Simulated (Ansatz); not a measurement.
Runs of Ansatz 0.2.0 on CrCuO2. Symmetry: R-3m, No. 166, trigonal system. Conventional cell: a = 2.973 Å, b = 2.973 Å, c = 17.100 Å, α = 90.00°, β = 90.00°, γ = 120.00°. Around Cu (site symmetry -3m) lie 2 O at 1.85 Å. Around Cr (site symmetry -3m) lie 6 O at 1.99 Å. O (site symmetry 3m) is surrounded by 1 Cu at 1.85 Å and 3 Cr at 1.99 Å. 

| level | U | gap on the mesh (eV) | pressure (GPa) | moment (μB) | largest force (eV/Å) |
| --- | --- | --- | --- | --- | --- |
| PBEsol+U | Cr d U = 8 eV, Cu d U = 8 eV | 2.65 | 5.7 | 3.00 | 0.18 |
| PBEsol+U | Cr d U = 4 eV, Cu d U = 4 eV | 1.94 | (a) | 3.00 | 0.12 |
| PBEsol | - | 0.99 | -3.6 | 3.00 | (b) |
| PBEsol+U | Cr d U = 6 eV, Cu d U = 6 eV | 2.30 | 3.3 | 3.00 | 0.15 |
| PBEsol+U | Cr d U = 2 eV, Cu d U = 2 eV | 1.54 | (c) | 3.00 | 0.08 |

Alike in all rows: task density of states; potentials or basis all-electron LAPW, scalar-relativistic; spin collinear, ferromagnetic start; cell as given; k mesh 10 × 10 × 10; cutoff (eV) 457; smearing fermi-dirac 0.05 eV; basis error allowed 0.002 eV/atom.

**Question.** Estimate the missing entries.

**Answer.** (a) 0.9; (b) 0.07; (c) -1.4.

Caveats: only a ferromagnetic start was run, and an antiferromagnetic order may lie lower in energy; the density of states is complete only up to the lowest level of the last band computed; the magnetic state may not be the lowest (some runs); U is the effective U less J, on atomic orbitals that reach past the spheres (some runs).

A k mesh can miss the band edges.
